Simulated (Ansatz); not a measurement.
# Mg2Sn: the cost of one run

Computed with Ansatz 0.2.0 (DFT PBE, scalar-relativistic, plane waves, PAW, unless a step's input says otherwise).

1 further run of the same task is left out (set aside as unsound or not needed).

## 1. The system as given

It takes space group Fm-3m (No. 225, cubic). Conventional cell: a = 6.759 Å, b = 6.759 Å, c = 6.759 Å, α = 90.00°, β = 90.00°, γ = 90.00°. Around Mg (site symmetry -43m) lie 4 Sn at 2.93 Å. Sn (site symmetry m-3m) has 8 Mg at 2.93 Å as nearest neighbours.

As a file:

```xyz
3
Lattice="0.0000 3.3795 3.3795 3.3795 0.0000 3.3795 3.3795 3.3795 0.0000" Properties=species:S:1:pos:R:3 pbc="T T T"
Mg    1.6898    1.6898    1.6898
Mg    5.0693    5.0693    5.0693
Sn    0.0000    0.0000    0.0000
```

The structure comes from the Crystallography Open Database.

## 2. A change within the space group

The change: strain xx, yy, zz, yz, xz, xy = -1.3, -1.3, -1.3, +0.0, +0.0, +0.0 %.

Input file input.yaml:

```yaml
crystal:
  lattice:
    - [0.0, 3.33590445, 3.33590445]
    - [3.33590445, 0.0, 3.33590445]
    - [3.33590445, 3.33590445, 0.0]
  atoms:
    - { symbol: Mg, position: [0.25, 0.25, 0.25] }
    - { symbol: Mg, position: [0.75, 0.75, 0.75] }
    - { symbol: Sn, position: [0.0, 0.0, 0.0] }
basis:
  ecutwfc: 420
kpoints:
  mp_grid: { grid: [12, 12, 12] }
hamiltonian:
  xc: pbe
scf:
  occupations: { method: gaussian, width: 0.1 }
output:
  forces: true
  stress: true
  eigenvalues: true
```

The run is started by

```
$ ansatz run input.yaml --threads 1 --pin off --max-ram 1331MiB --backend cpu --events-out ev --progress --plain --runs-dir out
```

**Question.** How long does this run take on 1 thread of an x86-64 CPU, shared host, and how much memory does it need?

About 12 s, with a peak of 0.41 GiB.
